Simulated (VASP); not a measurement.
Runs of VASP 6.6.1 on BAs. Symmetry: F-43m, No. 216, cubic system. The conventional cell has a = 4.777 Å, b = 4.777 Å, c = 4.777 Å, α = 90.00°, β = 90.00°, γ = 90.00°. B (site symmetry -43m) has 4 As at 2.07 Å as nearest neighbours. Around As (site symmetry -43m) lie 4 B at 2.07 Å. 

```csv
task,level,potentials or basis,cell,k mesh,cutoff (eV),grid for exact exchange (PRECFOCK),screening parameter,gap on the mesh (eV),pressure (GPa),relaxed volume (Å³/atom)
relaxation of the atoms,LDA,"VASP PAW LDA potentials, release 64 (B, As)",atoms relaxed from: a relaxed cell with its volume scaled by 1.04,10 × 10 × 10,600,-,-,(a),-5.3,-
relaxation of the atoms,LDA,"VASP PAW LDA potentials, release 64 (B, As)",atoms relaxed from: a relaxed cell with its volume scaled by 0.98,10 × 10 × 10,600,-,-,1.08,3.1,-
relaxation of cell and atoms,PBEsol,"VASP PAW PBE potentials, release 64 (B, As)",relaxed,10 × 10 × 10,600,-,-,1.08,0.1,-
relaxation of the atoms,LDA,"VASP PAW LDA potentials, release 64 (B, As)",atoms relaxed from: a relaxed cell with its volume scaled by 0.96,10 × 10 × 10,600,-,-,(b),6.5,-
relaxation of cell and atoms,HSE06,"VASP PAW PBE potentials, release 64 (B, As)",relaxed,6 × 6 × 6,520,Fast,0.2 1/A,1.96,0.0,13.57
relaxation of the atoms,LDA,"VASP PAW LDA potentials, release 64 (B, As)",atoms relaxed,10 × 10 × 10,600,-,-,1.10,0.0,-
relaxation of cell and atoms,r2SCAN,"VASP PAW PBE potentials, release 64 (B, As)",relaxed,10 × 10 × 10,600,-,-,1.38,0.0,13.71
relaxation of cell and atoms,LDA,"VASP PAW LDA potentials, release 64 (B, As)",relaxed,10 × 10 × 10,600,-,-,1.10,0.0,-
relaxation of the atoms,LDA,"VASP PAW LDA potentials, release 64 (B, As)",atoms relaxed from: a relaxed cell with its volume scaled by 0.94,10 × 10 × 10,600,-,-,1.05,10.3,-
```

Alike in all rows: no spin polarisation; smearing gaussian 0.03 eV.

Estimate the missing entries.

(a) 1.14; (b) 1.07.

Caveats: the relaxation stopped at its first step, so nothing moved (some runs); the PAW data sets were made with another functional, which shifts forces and pressure a little (some runs).

A k mesh can miss the band edges, and the runs leave out spin-orbit coupling on As.

Runs at the PBE level aren't shown here.
